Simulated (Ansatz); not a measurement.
# Ti: the cost of one run

Program: Ansatz 0.2.0. Level of theory: DFT PBE, scalar-relativistic, plane waves, PAW. These are calculated values, not measurements.

## (1) The system as given

It takes space group Pm (No. 6, monoclinic). Conventional cell: a = 7.911 Å, b = 5.652 Å, c = 26.851 Å, α = 90.00°, β = 90.00°, γ = 90.00°. Ti (site symmetry 1) is surrounded by 10 Ti at 2.83 to 2.99 Å. Around Ti (site symmetry m) lie 8 Ti at 2.64 to 2.99 Å. Ti (site symmetry 1) is surrounded by 14 Ti at 2.83 to 2.99 Å. Ti (site symmetry m) is surrounded by 11 Ti at 2.64 to 2.99 Å. Only part of the 19 independent sites is listed.

Structure file:

```cif
data_structure
_symmetry_space_group_name_H-M 'Pm'
_symmetry_Int_Tables_number 6
_cell_length_a 7.9109
_cell_length_b 5.6525
_cell_length_c 26.8511
_cell_angle_alpha 90.000
_cell_angle_beta 90.000
_cell_angle_gamma 90.000
_cell_volume 1200.68
loop_
_atom_site_label
_atom_site_type_symbol
_atom_site_symmetry_multiplicity
_atom_site_Wyckoff_symbol
_atom_site_fract_x
_atom_site_fract_y
_atom_site_fract_z
_atom_site_occupancy
Ti1 Ti 2 c 0.50000 0.75000 0.37242 1
Ti2 Ti 1 b 0.16667 0.50000 0.37242 1
Ti3 Ti 1 a 0.16667 0.00000 0.37242 1
Ti4 Ti 1 b 0.83333 0.50000 0.37242 1
Ti5 Ti 1 a 0.83333 0.00000 0.37242 1
Ti6 Ti 2 c 0.00000 0.75000 0.45747 1
Ti7 Ti 1 b 0.66667 0.50000 0.45747 1
Ti8 Ti 1 a 0.66667 0.00000 0.45747 1
Ti9 Ti 1 b 0.33333 0.50000 0.45747 1
Ti10 Ti 1 a 0.33333 0.00000 0.45747 1
Ti11 Ti 2 c 0.50000 0.75000 0.54253 1
Ti12 Ti 1 b 0.16667 0.50000 0.54253 1
Ti13 Ti 1 a 0.16667 0.00000 0.54253 1
Ti14 Ti 1 b 0.83333 0.50000 0.54253 1
Ti15 Ti 1 a 0.83333 0.00000 0.54253 1
Ti16 Ti 2 c 0.00000 0.75000 0.62758 1
Ti17 Ti 1 b 0.66667 0.50000 0.62758 1
Ti18 Ti 1 a 0.66667 0.00000 0.62758 1
Ti19 Ti 1 b 0.33333 0.50000 0.62758 1
```

Slab cut from the bulk at the bulk's listed lattice constants, lower half held.

## (2) Relaxing the atoms

input.yaml reads:

```yaml
crystal:
  lattice:
    - [5.65248854, 0.0, 0.0]
    - [0.0, 7.91092526, 0.0]
    - [0.0, 0.0, 26.8510621143]
  atoms:
    - { symbol: Ti, position: [0.0, 0.5, 0.3724247465] }
    - { symbol: Ti, position: [0.5, 0.5, 0.3724247465] }
    - { symbol: Ti, position: [0.25, 0.16666667, 0.3724247465] }
    - { symbol: Ti, position: [0.75, 0.16666667, 0.3724247465] }
    - { symbol: Ti, position: [0.25, 0.83333333, 0.3724247465] }
    - { symbol: Ti, position: [0.75, 0.83333333, 0.3724247465] }
    - { symbol: Ti, position: [0.0, 0.0, 0.4574749155] }
    - { symbol: Ti, position: [0.5, 0.0, 0.4574749155] }
    - { symbol: Ti, position: [0.25, 0.66666667, 0.4574749155] }
    - { symbol: Ti, position: [0.75, 0.66666667, 0.4574749155] }
    - { symbol: Ti, position: [0.25, 0.33333333, 0.4574749155] }
    - { symbol: Ti, position: [0.75, 0.33333333, 0.4574749155] }
    - { symbol: Ti, position: [0.0, 0.5, 0.5425250845] }
    - { symbol: Ti, position: [0.5, 0.5, 0.5425250845] }
    - { symbol: Ti, position: [0.25, 0.16666667, 0.5425250845] }
    - { symbol: Ti, position: [0.75, 0.16666667, 0.5425250845] }
    - { symbol: Ti, position: [0.25, 0.83333333, 0.5425250845] }
    - { symbol: Ti, position: [0.75, 0.83333333, 0.5425250845] }
    - { symbol: Ti, position: [0.0, 0.0, 0.6275752535] }
    - { symbol: Ti, position: [0.5, 0.0, 0.6275752535] }
    - { symbol: Ti, position: [0.25, 0.66666667, 0.6275752535] }
    - { symbol: Ti, position: [0.75, 0.66666667, 0.6275752535] }
    - { symbol: Ti, position: [0.25, 0.33333333, 0.6275752535] }
basis:
  ecutwfc: 420.0
  fft_grid_basis: typed
kpoints:
  mp_grid: { grid: [5, 4, 1] }
hamiltonian:
  xc: pbe
  pseudopotentials: { kind: paw }
scf:
  occupations: { method: gaussian, width: 0.1 }
output:
  forces: true
  eigenvalues: true
efield:
  axis: 3
  dipole_correction: true
  ramp_width: 0.04
relax:
  adjacent_minimum: "off"
  f_tol: 0.04
  max_steps: 40
  constraints: [{ sites: [0, 1, 2, 3, 4, 5, 6, 7, 8, 9, 10, 11] }]
```

On the command line:

```console
$ ansatz run input.yaml --threads 4 --pin off --max-ram 8847MiB --backend cpu --events-out ev --progress --plain --runs-dir out
```

Q: Estimate wall time and peak memory on 4 threads of Arm Neoverse V1, shared host.

About 12 min, with a peak of 4 GiB.
